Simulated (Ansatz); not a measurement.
The system is MnO2.

```
Mn O
1.0
     4.40042    0.00000    0.00000
     0.00000    4.40042    0.00000
     0.00000    0.00000    2.86708
Mn O
2 4
Direct
  0.50000 0.50000 0.50000
  0.00000 0.00000 0.00000
  0.80492 0.19508 0.50000
  0.69508 0.69508 0.00000
  0.19508 0.80492 0.50000
  0.30492 0.30492 0.00000
```

The cell is a database's computed one.

Alike in all runs: program Ansatz 0.2.0; functional PBE; potentials or basis Ansatz PAW; cutoff 420 eV (not typed: the program's choice for these potentials); k mesh 6 × 6 × 9; occupations fermi-dirac, width 0.05 eV.

Starts and where they ended:

| start | free energy over the lowest (meV/atom) | net moment (μB) | site or absolute moments (μB) | gap |
| --- | --- | --- | --- | --- |
| no spin polarisation | 250.9 | - | - | none (metal or under the smearing width) |
| collinear spin, antiferromagnetic start of up to 4 μB | 0.0 | 0.00 | Mn +2.21, -2.21; O -0.05, +0.05 | none (metal or under the smearing width) |
| collinear spin, ferromagnetic start of up to 4 μB | 37.5 | 5.99 | Mn +2.37; O +0.10 | none (metal or under the smearing width) |
| collinear spin, random start of up to 4.04 μB | 0.0 | 0.00 | Mn -2.21, +2.21; O +0.05, -0.05 | none (metal or under the smearing width) |
| collinear spin, ferrimagnetic start of up to 4 μB | 0.0 | 0.00 | Mn +2.21, -2.21; O -0.05, +0.05 | none (metal or under the smearing width) |

The spin-polarised runs without a constraint all converged, yet they end up to 38 meV/atom apart: a converged run can sit in a state that isn't the lowest. Allowing spin polarisation gains 251 meV/atom. A still lower state may exist.

Caveats: semilocal functionals often make such compounds metallic where correlation or magnetic order opens a gap, which also shifts bond lengths; the magnetic or orbital state may not be the lowest (some runs).
